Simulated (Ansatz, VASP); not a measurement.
# AlN: VASP beside Ansatz

The input INCAR:

```
SYSTEM = AlN
  PREC = Accurate
  ENCUT = 600
  EDIFF = 1E-6
  ISMEAR = 0
  SIGMA = 0.01
  LREAL = .False.
  LASPH = .True.
  NELM = 60
  ALGO = Normal
  ISIF = 3
  LWAVE = .False.
  LCHARG = .False.
  GGA = PS
  IBRION = 2
  NSW = 80
  EDIFFG = -0.01
```

File KPOINTS:

```
regular mesh
0
Gamma
  6 6 4
  0 0 0
```

File POSCAR:

```
AlN
1.0
    3.3121200000      0.0000000000      0.0000000000
   -1.6560600000      2.8683800604      0.0000000000
    0.0000000000      0.0000000000      4.1875600000
Al N
2 2
Direct
    0.3333333333      0.6666666667      0.7500000000
    0.6666666667      0.3333333333      0.2500000000
    0.3333333333      0.6666666667      0.2500000000
    0.6666666667      0.3333333333      0.7500000000
```

Input for Ansatz:

```yaml
crystal:
  lattice:
    a: 3.31212
    b: 3.31212
    c: 4.18756
    alpha: 90.0
    beta: 90.0
    gamma: 120.0
  space_group: 194
  atoms:
    - { symbol: Al, position: [0.3333333333333333, 0.6666666666666666, 0.75] }
    - { symbol: "N", position: [0.3333333333333333, 0.6666666666666666, 0.25] }
basis:
  ecutwfc: 517.016338673772
kpoints:
  mp_grid:
    grid: [6, 6, 4]
hamiltonian:
  xc: pbesol
scf:
  convergence:
    dr2_threshold: 1.0e-09
  occupations:
    method: fixed
relax:
  max_steps: 60
  cell:
    p_target: 0.0
```

Measurements of this composition are mostly on another form, of space group No. 186.

Alike in both runs: task relaxation of cell and atoms; functional PBEsol; k mesh 6 × 6 × 4; no spin polarisation.

|  | VASP | Ansatz |
| --- | --- | --- |
| version | VASP 6.6.1 | Ansatz 0.2.0 |
| potentials or method | VASP PAW PBE potentials, release 64 (Al, N) | plane waves, PAW |
| plane-wave cutoff (eV) | 600 | 517 |
| occupations | gaussian, width 0.01 eV | fixed |
| valence electrons in the cell | 16 | 16 |

Ansatz gave:

```
relaxed volume (Å³/atom)                                     : 9.77
relaxed cell length with the largest relative difference (Å) : 4.141
energy change over the relaxation (meV/atom)                 : -2
```

What did VASP give for the same quantities?

Relaxed volume (Å³/atom): 9.76; relaxed cell length with the largest relative difference (Å): 4.138; energy change over the relaxation (meV/atom): -2.

Ansatz warned: «stress_scf_threshold_loose».

Caveats: the PAW data sets were made with another functional, which shifts forces and pressure a little (VASP). A k mesh can miss the band edges. PBEsol gaps usually lie below the measured ones, often by a third to a half.
